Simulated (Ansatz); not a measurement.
The system is Au.

```
CELL_PARAMETERS angstrom
0.00000 2.03500 2.03500
2.03500 0.00000 2.03500
2.03500 2.03500 0.00000
ATOMIC_POSITIONS crystal
Au 0.00000 0.00000 0.00000
```

* Program: Ansatz 0.2.0
* Task: single point
* Functional: PBEsol
* Potentials or basis: all-electron LAPW, scalar-relativistic
* Cutoff: 249 eV (chosen from the basis error)
* Basis error allowed: 0.001 eV/atom
* k mesh: 11 × 11 × 11
* Occupations: fermi-dirac, width 0.05 eV
* Spin: no spin polarisation

On this cell: pressure 1.7 GPa; band gap on the k mesh none (metal or under the smearing width).

The same run follows on a disturbed copy (cell strained at random at fixed volume):

```xyz
1
Lattice="0.0595 2.0328 2.0239 2.0628 0.0301 2.0533 2.0741 2.0734 0.0189" Properties=species:S:1:pos:R:3 pbc="T T T"
Au    0.0297    0.0344   -0.0121
```

What changes?

The energy (extrapolated to zero smearing) moves by +5.9 meV/atom; pressure 1.9 GPa; band gap on the k mesh none (metal or under the smearing width).

Stress tensor (GPa, compression positive):
```
 1.97 -1.99 -1.45
-1.99  1.82  0.23
-1.45  0.23  1.78
```
